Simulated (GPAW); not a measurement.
Write an ASE script for GPAW 26.7.0 that does the following.

```
Task                : single point
Functional          : PBE
Potentials or basis : GPAW PAW data sets (gpaw-data 1.2.1)
Cutoff              : 600 eV
Basis               : pw
k mesh              : 11 × 11 × 11
Occupations         : gaussian, width 0.02 eV
Spin                : no spin polarisation
Maxiter             : 150
```

The structure of Si lies in POSCAR:

```
Si
1.0
   -2.3713723045      2.3713723045      1.3292653899
    2.3713723045     -2.3713723045      1.3292653899
    2.3713723045      2.3713723045     -1.3292653899
Si
2
Direct
    0.5000000000      0.5000000000      0.0000000000
    0.2500000000      0.7500000000      0.5000000000
```

This isn't the form of Si at room conditions, which is diamond.

These files were run (other wordings do the same):

run.py

```python
from ase.dft.bandgap import bandgap
from ase.io import read, write
from ase.units import GPa
from gpaw import GPAW, PW

atoms = read('POSCAR')

calc = GPAW(mode=PW(600),
            xc='PBE',
            kpts={'size': (11, 11, 11), 'gamma': True},
            occupations={'name': 'methfessel-paxton', 'order': 0, 'width': 0.02},
            nbands=11,
            convergence={'density': 1e-05, 'energy': 1e-05},
            maxiter=150,
            txt='gpaw.txt')
atoms.calc = calc
energy = atoms.get_potential_energy()
forces = atoms.get_forces()
stress = atoms.get_stress()
calc.write('gs.gpw')
write('result.traj', atoms)
print(f'Energy: {energy:.6f} eV')
print('Forces (eV/A):')
print(forces.round(4))
print('Stress (GPa):', (stress / GPa).round(3))
print('Fermi level:', round(calc.get_fermi_level(), 4), 'eV')
print(f'Gap: {bandgap(calc)[0]:.4f} eV, direct: {bandgap(calc, direct=True)[0]:.4f} eV')
```

Potentials or basis: GPAW PAW data sets (gpaw-data 1.2.1), pw.

Command:

```bash
$ OMP_NUM_THREADS=1 python run.py
```

It gave:

| Property | Result |
| --- | --- |
| Pressure | 3.7 GPa |
| Band gap on the k mesh | none (metal or under the smearing width) |

Wall time 27 s on 1 thread of Arm Neoverse V1, on a shared host, peak memory 0.17 GiB.
